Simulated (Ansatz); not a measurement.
Crystal: SnO2.

```xyz
6
Lattice="-2.0001 2.0001 5.1237 2.0001 -2.0001 5.1237 2.0001 2.0001 -5.1237" Properties=species:S:1:pos:R:3 pbc="T T T"
Sn    0.0000    0.0000    0.0000
Sn    0.0000    2.0001    2.5618
O     0.0000    2.0001    0.4767
O     0.0000    0.0000    2.0851
O     0.0000    2.0001    4.6469
O     0.0000    0.0000    8.1623
```

Measurements of this composition are mostly on another form, of space group No. 136.

Program: Ansatz 0.2.0. Alike in all runs: task band structure; potentials or basis Ansatz PAW; cell as given; cutoff (eV) 420; smearing fermi-dirac 0.05 eV.

Question: Order these runs on this cell by their pressure, lowest first.
A. level LDA; spin off; k mesh 9 × 9 × 9
B. level RPBE; spin off; k mesh 9 × 9 × 9
C. level PBEsol; spin SOC, no magnetisation; k mesh 7 × 7 × 7

Answer: A (-3.9 GPa), C (0.6 GPa), B (9.4 GPa).

Caveats: the PAW data sets come from PBE, with cores solved anew for the run's functional, which leaves a small shift of forces and pressure.

Runs at the PBE level aren't shown here.
